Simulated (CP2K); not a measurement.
The system is NaCl.

```
Cl Na
1.0
     3.50219    0.00000    0.00000
     0.00000    3.50219    0.00000
     0.00000    0.00000    3.50219
Cl Na
1 1
Direct
  0.50000 0.50000 0.50000
  0.00000 0.00000 0.00000
```

Measurements of this composition are mostly on another form, of space group No. 225.

Base run:

| Quantity | Value |
| --- | --- |
| Program | CP2K 2026.2 |
| Functional | PBEsol |
| Potentials or basis | POTENTIAL_UZH Cl GTH-PBE-q7, Na GTH-PBE-q9; TZVP-MOLOPT-PBE-GTH basis |
| Density cutoff | 19048 eV |
| k mesh | 8 × 8 × 8 |
| Occupations | fermi-dirac, width 0.05 eV |
| Spin | no spin polarisation |

Its results: band gap on the k mesh 3.80 eV, indirect (least direct gap 4.30 eV); pressure -0.8 GPa.

Question: The run is repeated on the same cell with these changes: functional from PBEsol to LDA. What comes out?

Answer: Band gap on the k mesh 3.51 eV, indirect (least direct gap 4.03 eV); pressure -2.6 GPa.

LDA binds more tightly than PBEsol, so the same cell stands under less pressure.

Caveats: the potentials were made for another functional, which shifts forces and pressure; the basis of atomic orbitals isn't converged, which shifts pressures, moduli and gaps.
